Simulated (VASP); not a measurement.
# SnSe2 (P-3m1) in VASP: a series of runs

The runs below take SnSe2 through single point, with LDA.

Everything below comes from runs of VASP 6.6.1. Logs are shortened: lines on timing, memory, paths and dates and some standing lists are left out, and cuts for length are marked.

### Step 1. The crystal as given

Symmetry: P-3m1, No. 164, trigonal system. Conventional cell: a = 3.811 Å, b = 3.811 Å, c = 6.136 Å, α = 90.00°, β = 90.00°, γ = 120.00°. Around Sn (site symmetry -3m) lie 6 Se at 2.68 Å. Se (site symmetry 3m) is surrounded by 3 Sn at 2.68 Å.

### Step 2. Single point, LDA

Contents of INCAR:

```
SYSTEM = SnSe2
PREC     = Normal         ! precision mode
ENCUT    = 450            ! plane-wave cutoff, eV
EDIFF    = 1E-7           ! SCF threshold, eV
ISMEAR   = 0              ! smearing method
SIGMA    = 0.05           ! smearing width, eV
LREAL    = .False.        ! projectors in reciprocal space
LASPH    = .True.         ! aspherical terms in the spheres
NELM     = 100            ! most SCF steps
ALGO     = Normal         ! electronic algorithm
ISIF     = 2              ! what is computed and relaxed
LWAVE    = .False.        ! write WAVECAR
LCHARG   = .False.        ! write CHGCAR
NBANDS   = 20             ! bands
ADDGRID  = .False.
```

Contents of KPOINTS:

```
regular mesh
0
Gamma
  5 5 3
  0 0 0
```

Contents of POSCAR:

```
SnSe2
1.0
    3.8110000000      0.0000000000      0.0000000000
   -1.9055000000      3.3004228138      0.0000000000
    0.0000000000      0.0000000000      6.1360000000
Sn Se
1 2
Direct
    0.0000000000      0.0000000000      0.0000000000
    0.6666666667      0.3333333333      0.7510000000
    0.3333333333      0.6666666667      0.2490000000
```

Potentials or basis: VASP PAW LDA potentials, release 64 (Sn_d, Se).

The run is started by

```bash
cat potpaw_LDA.64/Sn_d/POTCAR potpaw_LDA.64/Se/POTCAR > POTCAR
mpirun -np 1 vasp_std > vasp.out
```

OUTCAR:

```text
SYSTEM = SnSe2
   PREC = Normal
   ENCUT = 450
   EDIFF = 1E-7
   ISMEAR = 0
   LREAL = .False.
   LASPH = .True.
   NELM = 100
   ISIF = 2

 Found     12 irreducible k-points:

 Following reciprocal coordinates:
            Coordinates               Weight
  0.000000  0.000000  0.000000      1.000000
  0.200000 -0.000000  0.000000      6.000000
  0.400000 -0.000000  0.000000      6.000000
  0.200000  0.200000  0.000000      6.000000
  0.400000  0.200000  0.000000      6.000000
  0.000000  0.000000  0.333333      2.000000
   k-points           NKPTS =     12   k-points in BZ     NKDIM =     12   number of bands    NBANDS=     20
   number of dos      NEDOS =    301   number of ions     NIONS =      3
   total plane-waves  NPLWV =  12800
   dimension x,y,z NGX =    20 NGY =   20 NGZ =   32
   dimension x,y,z NGXF=    40 NGYF=   40 NGZF=   64
   ions per type =               1   2
   NGX,Y,Z   is equivalent  to a cutoff of   8.72,  8.72,  8.67 a.u.
   NGXF,Y,Z  is equivalent  to a cutoff of  17.45, 17.45, 17.34 a.u.
 SYSTEM =  SnSe2
   PREC   = normal    normal or accurate (medium, high low for compatibility)
   ISTART =      0    job   : 0-new  1-cont  2-samecut
   ICHARG =      2    charge: 1-file 2-atom 10-const
   ISPIN  =      1    spin polarized calculation?
   LNONCOLLINEAR =      F non collinear calculations
   LSORBIT =      F    spin-orbit coupling
   LASPH  =      T    aspherical Exc in radial PAW
   ENCUT  =  450.0 eV  33.07 Ry    5.75 a.u.   6.59  6.59 10.61*2*pi/ulx,y,z
   NELM   =    100;   NELMIN=  2; NELMDL= -5     # of ELM steps
   EDIFF  = 0.1E-06   stopping-criterion for ELM
   LREAL  =      F    real-space projection
   EDIFFG = 0.1E-05   stopping-criterion for IOM
   NSW    =      0    number of steps for IOM
   IBRION =     -1    ionic relax: 0-MD 1-quasi-New 2-CG
   NFREE  =      0    steps in history (QN), initial steepest desc. (CG)
   ISIF   =      2    stress and relaxation
   ISYM   =      2    0-nonsym 1-usesym 2-fastsym
   POTIM  = 0.5000    time-step for ionic-motion
   TEBEG  =    0.0;   TEEND  =   0.0 temperature during run
   PSTRESS=    0.0 pullay stress
   NELECT =      26.0000    total number of electrons
   NUPDOWN=      -1.0000    fix difference up-down
   EMIN   =  10.00;   EMAX   =-10.00  energy-range for DOS
   EFERMI =   0.00;   METHOD = LEGACY
   ISMEAR =     0;   SIGMA  =   0.05  broadening in eV -4-tet -1-fermi 0-gaus
   EFERMI_NEDOS =   21; number of points for ismear=-14 and -15
   IALGO  =     38    algorithm
   IMIX   =      4    mixing-type and parameters
     AMIX     =   0.40;   BMIX     =  1.00
     AMIX_MAG =   1.60;   BMIX_MAG =  1.00
  volume/ion in A,a.u.               =      25.73       173.61
  Fermi-wavevector in a.u.,A,eV,Ry     =   1.139116  2.152617 17.654722  1.297585
  Thomas-Fermi vector in A             =   2.275820
   LORBIT       =      0    0 simple, 1 ext, 2 COOP (PROOUT), +10 PAW based schemes
   GGA     = CA    functional components
   LHFCALC =     F    Hartree Fock is set to
   AEXX    =    0.0000 exact exchange contribution
   IVDW    =     0    specifies the selected vdW correction
   LEPSILON=     F    determine dielectric tensor
   LRPA    =     F    only Hartree local field effects (RPA)
 non-spin polarized calculation
 Gauss-broadening in eV      SIGMA  =   0.05
  energy-cutoff  :      450.00
  volume of cell :       77.18
 maximum number of plane-waves:      1701
   NGX = 13   NGY = 13   NGZ = 21

 number of electron      26.0000093 magnetization

 Free energy of the ion-electron system (eV)
  ---------------------------------------------------
  ext. energy  EPLUGINS =         0.00000000
  ---------------------------------------------------
  free energy    TOTEN  =       -13.71616363 eV

  energy without entropy =      -13.71616363  energy(sigma->0) =      -13.71616363

 E-fermi :   4.3853     XC(G=0):  -9.7781

 val. band max:        4.1061540886   @ k =   0.0000   0.0000   0.0000
 cond. band min:       4.7672252681   @ k =   0.0000   0.4000   0.3333
 fundamental gap:      0.6610711795
 Fermi energy:         4.3853010006

 k-point     1 :       0.0000    0.0000    0.0000
  band No.  band energies     occupation
      1     -17.0944      2.00000
      2     -17.0943      2.00000
      3     -17.0535      2.00000
      4     -17.0376      2.00000
      5     -17.0376      2.00000
      6      -9.9352      2.00000
      7      -8.1401      2.00000
      8      -2.0400      2.00000
      9       3.3948      2.00000
     10       3.3948      2.00000
     11       3.7237      2.00000
     12       3.7237      2.00000
     13       4.1062      2.00000
     14       4.9985      0.00000
     15       6.8920      0.00000
     16       8.6337      0.00000
     17       8.6337      0.00000
     18      12.1336      0.00000
     19      13.0354      0.00000
     20      13.0354      0.00000

 k-point     2 :       0.2000   -0.0000    0.0000
  band No.  band energies     occupation
      1     -17.1148      2.00000
      2     -17.0833      2.00000
      3     -17.0483      2.00000
      4     -17.0388      2.00000
      5     -17.0329      2.00000
      6      -9.5396      2.00000
      7      -7.9012      2.00000
      8      -2.0572      2.00000
      9       0.9499      2.00000
     10       2.1778      2.00000
     11       2.3705      2.00000
     12       4.0056      2.00000
     13       4.0205      2.00000
     14       6.2749      0.00000
     15       7.7175      0.00000
     16       9.1931      0.00000
     17       9.2547      0.00000
     18      10.9560      0.00000
     19      12.1054      0.00000
     20      13.3964      0.00000

 k-point     3 :       0.4000   -0.0000    0.0000
  band No.  band energies     occupation
      1     -17.1510      2.00000
      2     -17.0753      2.00000
      3     -17.0591      2.00000
      4     -17.0183      2.00000
      5     -17.0152      2.00000
      6      -8.5658      2.00000
      7      -7.6361      2.00000
      8      -2.9558      2.00000
      9      -0.2511      2.00000
     10       1.0964      2.00000
     11       1.5176      2.00000
     12       3.1777      2.00000
     13       3.8462      2.00000
     14       5.2868      0.00000
     15       7.8274      0.00000
     16       9.5052      0.00000
     17       9.5658      0.00000
     18      11.0540      0.00000
     19      13.4800      0.00000
     20      14.1812      0.00000

 k-point     4 :       0.2000    0.2000    0.0000
  band No.  band energies     occupation
      1     -17.1318      2.00000
      2     -17.0868      2.00000
      3     -17.0478      2.00000
      4     -17.0365      2.00000
      5     -17.0162      2.00000
      6      -8.8332      2.00000
      7      -7.6269      2.00000
      8      -2.6281      2.00000
      9       0.2573      2.00000
     10       0.5024      2.00000
     11       2.2540      2.00000
     12       2.4800      2.00000
     13       3.7435      2.00000
     14       6.0224      0.00000
     15       9.2778      0.00000
     16       9.6133      0.00000
     17       9.9332      0.00000
     18      10.7428      0.00000
     19      11.0373      0.00000
     20      14.0432      0.00000

 k-point     5 :       0.4000    0.2000    0.0000
  band No.  band energies     occupation
      1     -17.1392      2.00000
      2     -17.0939      2.00000
      3     -17.0488      2.00000
      4     -17.0213      2.00000
      5     -17.0168      2.00000
      6      -8.0519      2.00000
      7      -7.6694      2.00000
      8      -3.3645      2.00000
      9      -0.0707      2.00000
     10       0.6131      2.00000
     11       1.1703      2.00000
     12       2.6003      2.00000
     13       2.8304      2.00000
     14       5.5507      0.00000
     15       9.5759      0.00000
     16       9.7217      0.00000
     17      10.6554      0.00000
     18      11.1999      0.00000
     19      12.9386      0.00000
     20      13.7057      0.00000

 k-point     6 :       0.0000    0.0000    0.3333
  band No.  band energies     occupation
      1     -17.0944      2.00000
      2     -17.0944      2.00000
      3     -17.0534      2.00000
      4     -17.0376      2.00000
      5     -17.0376      2.00000
      6      -9.8124      2.00000
      7      -8.3926      2.00000
      8      -1.3934      2.00000
      9       2.4469      2.00000
     10       3.3227      2.00000
     11       3.3227      2.00000
     12       3.8453      2.00000
     13       3.8453      2.00000
     14       6.1818      0.00000
     15       6.8871      0.00000
     16       8.4255      0.00000
     17       8.4255      0.00000
     18      12.3155      0.00000
     19      12.5660      0.00000
     20      12.5661      0.00000

 [... further k-points ...]

------------------------ aborting loop because EDIFF is reached ----------------------------------------

  FORCE on cell =-STRESS in cart. coord.  units (eV):
  Direction    XX          YY          ZZ          XY          YZ          ZX
  --------------------------------------------------------------------------------------
  -------------------------------------------------------------------------------------
  Total        0.3245646      0.3245646      0.9503469     -0.0000000     -0.0000000      0.0000000
  in kB        6.7377955      6.7377955     19.7287190     -0.0000000     -0.0000000      0.0000000
  external PRESSURE =      11.0681033 kB  Pullay stress =       0.0000000 kB

 VOLUME and BASIS-vectors are now :
 -----------------------------------------------------------------------------
  energy-cutoff  :      450.00
  volume of cell :       77.18
      direct lattice vectors                 reciprocal lattice vectors
     3.811000000  0.000000000  0.000000000     0.262398321  0.151495741  0.000000000
    -1.905500000  3.300422814  0.000000000     0.000000000  0.302991482  0.000000000
     0.000000000  0.000000000  6.136000000     0.000000000  0.000000000  0.162972621

 POSITION                                       TOTAL-FORCE (eV/Angst)
 -----------------------------------------------------------------------------------
      0.00000      0.00000      0.00000         0.000000      0.000000      0.000000
      1.90550      1.10014      4.60814         0.000000      0.000000     -0.456755
     -0.00000      2.20028      1.52786        -0.000000      0.000000      0.456755
 -----------------------------------------------------------------------------------
    total drift:                                0.000000      0.000000     -0.000000

  FREE ENERGIE OF THE ION-ELECTRON SYSTEM (eV)
  ---------------------------------------------------
  free  energy   TOTEN  =       -13.7161636321 eV

  energy  without entropy=      -13.7161636321  energy(sigma->0) =      -13.71616363
```

Run time: 4.4 s. Hardware: 1 thread of Intel Xeon 6975P-C (Granite Rapids), shared host; peak memory 0.13 GiB.

These settings aren't checked as converged: the numbers below hold their error.

Results:

```
Free energy            : -13.7162 eV
Pressure               : 1.1 GPa
Largest force          : 0.457 eV/Å
Band gap on the k mesh : 0.66 eV, indirect (least direct gap 0.89 eV)
```

Caveat: spin-orbit coupling is left out, which moves the levels of the heavy elements; an odd mesh through Γ misses points on the zone boundary, where band edges often lie.

[end of part 1 of 2]
